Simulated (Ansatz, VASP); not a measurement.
## Al in VASP and in Ansatz

Contents of INCAR:

```
PREC = Accurate
ENCUT = 520
EDIFF = 1E-7
ISMEAR = -1
SIGMA = 0.1
LREAL = F
LASPH = T
NELM = 60
ALGO = Normal
ISIF = 2
LWAVE = F
LCHARG = T
GGA = RE
LELF = T
LVHAR = T
NBANDS = 8
```

The input KPOINTS:

```
Automatic mesh
0
Gamma
  15 15 15
```

File POSCAR:

```
Al
1.0
   -1.5583429781      1.5583429781      1.5583429781
    1.5583429781     -1.5583429781      1.5583429781
    1.5583429781      1.5583429781     -1.5583429781
Al
1
Direct
    0.0000000000      0.0000000000      0.0000000000
```

Input for Ansatz:

```yaml
crystal:
  lattice:
    - [-1.5583429781, 1.5583429781, 1.5583429781]
    - [1.5583429781, -1.5583429781, 1.5583429781]
    - [1.5583429781, 1.5583429781, -1.5583429781]
  atoms:
    - { symbol: Al, position: [0.0, 0.0, 0.0] }
hamiltonian:
  xc: revpbe
  pseudopotentials:
    kind: paw
    azcp:
      Al: "pseudopotentials/Al.paw.azcp"
basis:
  ecutwfc: 420
  fft_grid_basis: typed
kpoints:
  mp_grid: { grid: [15, 15, 15], shift: [0, 0, 0] }
magnetization:
  spin_polarized: false
scf:
  occupations: { method: fermi_dirac, width: 0.1 }
  lower_state_search: "off"
output:
  stress: true
```

Alike in both runs: task single point; functional revPBE; k mesh 15 × 15 × 15; occupations fermi-dirac, width 0.1 eV; no spin polarisation.

|  | VASP | Ansatz |
| --- | --- | --- |
| version | VASP 6.6.1 | Ansatz 0.2.0 |
| potentials or method | VASP PAW PBE potentials, release 64 (Al) | plane waves (420 eV) with PAW, scalar-relativistic |
| plane-wave cutoff (eV) | 520 | 420 |
| valence electrons in the cell | 3 | 3 |

Ansatz gave:

| Quantity | Value |
| --- | --- |
| pressure (GPa) | 11.2 |

Task: What did VASP give for the same quantities?

Result: Pressure (GPa): 11.0.

Caveats: the PAW data sets were made with another functional, which shifts forces and pressure a little (VASP).
